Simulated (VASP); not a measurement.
# SnSe in VASP: a PBE single point

SnSe built on the rocksalt prototype, under -3.4 % shear in the xy plane is computed at one geometry. Runs: PBE. This is a trial cell built on a prototype, not taken from a measured structure, and it needn't be the compound's ground state.

Program: VASP 6.6.1. PAW datasets, plane waves. All values are calculated for a non-magnetic cell, which may be hypothetical.

### 1 The system as given

The cell comes from an earlier relaxation with r2SCAN in another program, then strained, with the atoms relaxed again.

It is orthorhombic, Immm (No. 71); conventional cell a = 4.174 Å, b = 4.317 Å, c = 6.004 Å, 27.05 Å³ an atom. Around Sn lie 6 Se at 3.00 Å; around Se lie 6 Sn at 3.00 Å.

Coordinates:

```
CELL_PARAMETERS angstrom
-0.05074 3.00211 3.00211
3.00211 -0.05074 3.00211
2.95138 2.95138 0.00000
ATOMIC_POSITIONS crystal
Sn 0.00000 0.00000 0.00000
Se 0.50000 0.50000 0.50000
```

### 2 Single point with PBE

Contents of INCAR:

```
ENCUT = 520.000000
SIGMA = 0.020000
EDIFF = 1.00e-07
GGA = PE
PREC = Accurate
IBRION = -1
ISIF = 2
ISMEAR = -1
NBANDS = 17
NELM = 120
NSW = 0
LASPH = .TRUE.
LCHARG = .FALSE.
LWAVE = .FALSE.
LREAL = .FALSE.
```

Contents of KPOINTS:

```
KPOINTS created by Atomic Simulation Environment
0
Gamma
8 8 8
0 0 0
```

Contents of KPOINTS_OPT:

```
special points
7
Reciprocal
0.0000000000 0.0000000000 0.0000000000 1
0.5000000000 0.0000000000 0.5000000000 1
0.6250000000 0.2500000000 0.6250000000 1
0.3750000000 0.3750000000 0.7500000000 1
0.5000000000 0.5000000000 0.5000000000 1
0.5000000000 0.2500000000 0.7500000000 1
0.5000000000 0.4750000000 0.5250000000 1
```

Contents of POSCAR:

```
Sn Se
 1.0000000000000000
    -0.0507357123250000    3.0021131563750001    3.0021131563754224
     3.0021131563750001   -0.0507357123250000    3.0021131563754224
     2.9513774439999998    2.9513774439999998   -0.0000000000491551
 Sn  Se
   1   1
Cartesian
  0.0000000000000000  0.0000000000000000  0.0000000000000000
  2.9513774440250007  2.9513774440250007  3.0021131563508456
```

Potentials: the recommended PBE PAW datasets, 20 valence electrons in the neutral cell.

Started as:

```sh
$ mpirun -np 1 vasp_std
```

Q: Predict the outcome of this session. Wanted: for each run, gap; pressure.

As calculated:

| level | gap (eV) | pressure (GPa) |
| --- | --- | --- |
| PBE | 0.12 | 1.34 |

In words: Spin-orbit coupling is left out, though the cell holds Sn (Z = 50); in an element this heavy it can shift bands and gaps by tenths of an eV.
